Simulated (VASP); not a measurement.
# CdGeAs2 (I-42d) in VASP: a series of runs, part 2 of 2

VASP 6.6.1.

## Step 3: Band structure, PBE

Contents of INCAR:

```
  PREC = Accurate
  ENCUT = 520
  EDIFF = 1E-6
  ISMEAR = 0
  SIGMA = 0.02
  LREAL = F
  LASPH = T
  NELM = 60
  ALGO = Fast
  ISIF = 2
  LWAVE = F
  LCHARG = F
  GGA = PE
  NBANDS = 46
  KPAR = 2
```

Contents of KPOINTS:

```
regular mesh
0
Gamma
  6 6 6
```

Contents of POSCAR:

```
CdGeAs2
1.0
   -2.9888745628      2.9888745628      5.6642966801
    2.9888745628     -2.9888745628      5.6642966801
    2.9888745628      2.9888745628     -5.6642966801
Cd As Ge
2 4 2
Direct
    0.5000000000      0.5000000000      0.0000000000
    0.2500000000      0.7500000000      0.5000000000
    0.0962175700      0.1250000000      0.4712175700
    0.3750000000      0.9037824300      0.0287824300
    0.6537824300      0.6250000000      0.5287824300
    0.8750000000      0.3462175700      0.9712175700
    0.7500000000      0.2500000000      0.5000000000
    0.0000000000      0.0000000000      0.0000000000
```

Contents of KPOINTS_OPT:

```
path GXYSGZS1NPY1Z,XP
15
line-mode
reciprocal
 0.0000000000  0.0000000000  0.0000000000  G
 0.0000000000  0.0000000000  0.5000000000  X

 0.0000000000  0.0000000000  0.5000000000  X
-0.1392173611  0.1392173611  0.5000000000  Y

-0.1392173611  0.1392173611  0.5000000000  Y
-0.3196086806  0.3196086806  0.3196086806  S

-0.3196086806  0.3196086806  0.3196086806  S
 0.0000000000  0.0000000000  0.0000000000  G

 0.0000000000  0.0000000000  0.0000000000  G
 0.5000000000  0.5000000000 -0.5000000000  Z

 0.5000000000  0.5000000000 -0.5000000000  Z
 0.3196086806  0.6803913194 -0.3196086806  S1

 0.3196086806  0.6803913194 -0.3196086806  S1
 0.0000000000  0.5000000000  0.0000000000  N

 0.0000000000  0.5000000000  0.0000000000  N
 0.2500000000  0.2500000000  0.2500000000  P

 0.2500000000  0.2500000000  0.2500000000  P
 0.5000000000  0.5000000000 -0.1392173611  Y1

 0.5000000000  0.5000000000 -0.1392173611  Y1
 0.5000000000  0.5000000000 -0.5000000000  Z

 0.0000000000  0.0000000000  0.5000000000  X
 0.2500000000  0.2500000000  0.2500000000  P
```

Potentials or basis: VASP PAW PBE potentials, release 64 (Cd, As, Ge_d).

Command:

```console
cat potpaw_PBE.64/Cd/POTCAR potpaw_PBE.64/As/POTCAR potpaw_PBE.64/Ge_d/POTCAR > POTCAR
mpirun -np 2 vasp_std > vasp.out
```

Run time: 7.3 min. Hardware: 2 MPI ranks of Intel Xeon 6975P-C (Granite Rapids), shared host; peak memory 0.56 GiB.

It converged, with:

```
Free energy             : -29.9014 eV
Pressure                : 2.4 GPa
Largest force           : 0.134 eV/Å
Band gap on the k mesh  : 0.19 eV, indirect (least direct gap 0.21 eV)
Band gap along the path : 0.02 eV, indirect (least direct gap 0.12 eV)
```

Forces in eV/Å, atoms in the order of the input:
```
Cd   0.000  0.000  0.000
Cd   0.000  0.000  0.000
As   0.000  0.134  0.000
As  -0.134  0.000  0.000
As   0.000 -0.134  0.000
As   0.134  0.000  0.000
Ge   0.000  0.000  0.000
Ge   0.000  0.000  0.000
```

Stress tensor (GPa, compression positive):
```
2.43 0.00 0.00
0.00 2.43 0.00
0.00 0.00 2.31
```

Levels at the corners of the path, in eV from the valence-band top:
| point | band 34 | band 35 | band 36 | band 37 | band 38 | band 39 |
| --- | --- | --- | --- | --- | --- | --- |
| Γ | -0.27 | -0.19 | -0.19 | 0.02 | 1.29 | 1.69 |
| X | -1.12 | -0.63 | -0.63 | 0.63 | 0.63 | 2.40 |
| X | -1.12 | -0.63 | -0.63 | 0.63 | 0.63 | 2.40 |
| Y | -1.22 | -0.95 | -0.95 | 1.03 | 1.03 | 2.86 |
| Y | -1.22 | -0.95 | -0.95 | 1.03 | 1.03 | 2.86 |
| S | -1.80 | -1.05 | -0.54 | 1.37 | 1.93 | 2.06 |
| S | -1.80 | -1.05 | -0.54 | 1.37 | 1.93 | 2.06 |
| Γ | -0.27 | -0.19 | -0.19 | 0.02 | 1.29 | 1.69 |
| Γ | -0.27 | -0.19 | -0.19 | 0.02 | 1.29 | 1.69 |
| Z | -1.89 | -1.03 | -1.03 | 1.36 | 1.36 | 1.60 |
| Z | -1.89 | -1.03 | -1.03 | 1.36 | 1.36 | 1.60 |
| S1 | -1.80 | -1.05 | -0.54 | 1.37 | 1.93 | 2.06 |
| S1 | -1.80 | -1.05 | -0.54 | 1.37 | 1.93 | 2.06 |
| N | -1.57 | -1.29 | -0.71 | 1.72 | 1.97 | 2.61 |
| N | -1.57 | -1.29 | -0.71 | 1.72 | 1.97 | 2.61 |
| P | -1.06 | -1.02 | -1.02 | 1.35 | 1.35 | 1.97 |
| P | -1.06 | -1.02 | -1.02 | 1.35 | 1.35 | 1.97 |
| Y1 | -1.22 | -0.95 | -0.95 | 1.03 | 1.03 | 2.86 |
| Y1 | -1.22 | -0.95 | -0.95 | 1.03 | 1.03 | 2.86 |
| Z | -1.89 | -1.03 | -1.03 | 1.36 | 1.36 | 1.60 |
| X | -1.12 | -0.63 | -0.63 | 0.63 | 0.63 | 2.40 |
| P | -1.06 | -1.02 | -1.02 | 1.35 | 1.35 | 1.97 |

Caveat: the mesh misses the band edges, which the band path finds closer together.

## Step 4: Band structure, PBEsol

INCAR, as its differences from that of step 3:

```diff
@@ -12,3 +12,3 @@
   LCHARG = F
-  GGA = PE
+  GGA = PS
   NBANDS = 46
```

KPOINTS is that of step 3.

POSCAR is that of step 3.

KPOINTS_OPT is that of step 3.

Command:

```console
cat potpaw_PBE.64/Cd/POTCAR potpaw_PBE.64/As/POTCAR potpaw_PBE.64/Ge_d/POTCAR > POTCAR
mpirun -np 2 vasp_std > vasp.out
```

Run time: 8.4 min. Hardware: 2 MPI ranks of Intel Xeon 6975P-C (Granite Rapids), shared host; peak memory 0.56 GiB.

It converged, with:

* Free energy: -33.1210 eV
* Pressure: -0.5 GPa
* Largest force: 0.170 eV/Å
* Band gap on the k mesh: 0.19 eV, indirect (least direct gap 0.21 eV)
* Band gap along the path: 0.02 eV, indirect (least direct gap 0.09 eV)

Forces on the atoms (eV/Å):
```
Cd   0.000  0.000  0.000
Cd   0.000  0.000  0.000
As   0.000  0.170  0.000
As  -0.170  0.000  0.000
As   0.000 -0.170  0.000
As   0.170  0.000  0.000
Ge   0.000  0.000  0.000
Ge   0.000  0.000  0.000
```

Levels at the corners of the path, in eV from the valence-band top:
| point | band 33 | band 34 | band 35 | band 36 | band 37 | band 38 | band 39 | band 40 |
| --- | --- | --- | --- | --- | --- | --- | --- | --- |
| Γ | -2.19 | -0.33 | -0.19 | -0.19 | 0.02 | 1.20 | 1.62 | 2.81 |
| X | -1.13 | -1.13 | -0.63 | -0.63 | 0.57 | 0.57 | 2.35 | 2.35 |
| X | -1.13 | -1.13 | -0.63 | -0.63 | 0.57 | 0.57 | 2.35 | 2.35 |
| Y | -1.23 | -1.23 | -0.96 | -0.96 | 0.98 | 0.98 | 2.81 | 2.81 |
| Y | -1.23 | -1.23 | -0.96 | -0.96 | 0.98 | 0.98 | 2.81 | 2.81 |
| S | -2.11 | -1.82 | -1.06 | -0.55 | 1.31 | 1.89 | 2.00 | 2.62 |
| S | -2.11 | -1.82 | -1.06 | -0.55 | 1.31 | 1.89 | 2.00 | 2.62 |
| Γ | -2.19 | -0.33 | -0.19 | -0.19 | 0.02 | 1.20 | 1.62 | 2.81 |
| Γ | -2.19 | -0.33 | -0.19 | -0.19 | 0.02 | 1.20 | 1.62 | 2.81 |
| Z | -1.91 | -1.91 | -1.04 | -1.04 | 1.29 | 1.29 | 1.51 | 1.51 |
| Z | -1.91 | -1.91 | -1.04 | -1.04 | 1.29 | 1.29 | 1.51 | 1.51 |
| S1 | -2.11 | -1.82 | -1.06 | -0.55 | 1.31 | 1.89 | 2.00 | 2.62 |
| S1 | -2.11 | -1.82 | -1.06 | -0.55 | 1.31 | 1.89 | 2.00 | 2.62 |
| N | -2.16 | -1.59 | -1.30 | -0.73 | 1.70 | 1.93 | 2.56 | 3.30 |
| N | -2.16 | -1.59 | -1.30 | -0.73 | 1.70 | 1.93 | 2.56 | 3.30 |
| P | -1.07 | -1.07 | -1.03 | -1.03 | 1.31 | 1.31 | 1.91 | 1.91 |
| P | -1.07 | -1.07 | -1.03 | -1.03 | 1.31 | 1.31 | 1.91 | 1.91 |
| Y1 | -1.23 | -1.23 | -0.96 | -0.96 | 0.98 | 0.98 | 2.81 | 2.81 |
| Y1 | -1.23 | -1.23 | -0.96 | -0.96 | 0.98 | 0.98 | 2.81 | 2.81 |
| Z | -1.91 | -1.91 | -1.04 | -1.04 | 1.29 | 1.29 | 1.51 | 1.51 |
| X | -1.13 | -1.13 | -0.63 | -0.63 | 0.57 | 0.57 | 2.35 | 2.35 |
| P | -1.07 | -1.07 | -1.03 | -1.03 | 1.31 | 1.31 | 1.91 | 1.91 |

Caveat: the PAW data sets were made with another functional, which shifts forces and pressure a little; the mesh misses the band edges, which the band path finds closer together.

## Step 5: Summary

| level | potentials or basis | gap on the mesh (eV) | pressure (GPa) | largest force (eV/Å) |
| --- | --- | --- | --- | --- |
| LDA | VASP PAW LDA potentials, release 64 (Cd, As, Ge_d) | 0.19 | -2.3 | 0.21 |
| PBE | VASP PAW PBE potentials, release 64 (Cd, As, Ge_d) | 0.19 | 2.4 | 0.13 |
| PBEsol | VASP PAW PBE potentials, release 64 (Cd, As, Ge_d) | 0.19 | -0.5 | 0.17 |

Alike in all rows: task band structure; no spin polarisation; cell as given; k mesh 6 × 6 × 6; cutoff (eV) 520; smearing gaussian 0.02 eV.

Caveats: the mesh misses the band edges, which the band path finds closer together; the PAW data sets were made with another functional, which shifts forces and pressure a little (some runs).

Absolute energies hang on the potentials; compare differences alone.

## Step 6: Comparison with measurements

Step 2. Measured gap of CdGeAs2: 0.57 eV (direct; 300 K; a printed reference work, data compilation, original work of 1975). This calculation gives 0.02 eV (-0.55 eV). Spin-orbit coupling on As, Cd, Ge is left out. The value is that of LDA, without temperature or zero-point motion. Semilocal functionals fall short of measured gaps as a rule. The cell is a database's relaxed one, not the measured one, which moves gaps too.

Step 3. Measured direct gap of CdGeAs2: 0.57 eV (direct; 300 K; a printed reference work, data compilation, original work of 1975). This calculation gives 0.12 eV (-0.45 eV). Spin-orbit coupling on As, Cd, Ge is left out. The value is that of PBE, without temperature or zero-point motion. Semilocal functionals fall short of measured gaps as a rule. The cell is a database's relaxed one, not the measured one, which moves gaps too.

Step 4. A measured direct gap of CdGeAs2 is 0.57 eV (direct; 300 K; a printed reference work, data compilation, original work of 1975); the calculated 0.09 eV misses it by -0.48 eV. Spin-orbit coupling on As, Cd, Ge is left out. The value is that of PBEsol, without temperature or zero-point motion. Semilocal functionals fall short of measured gaps as a rule. The cell is a database's relaxed one, not the measured one, which moves gaps too.
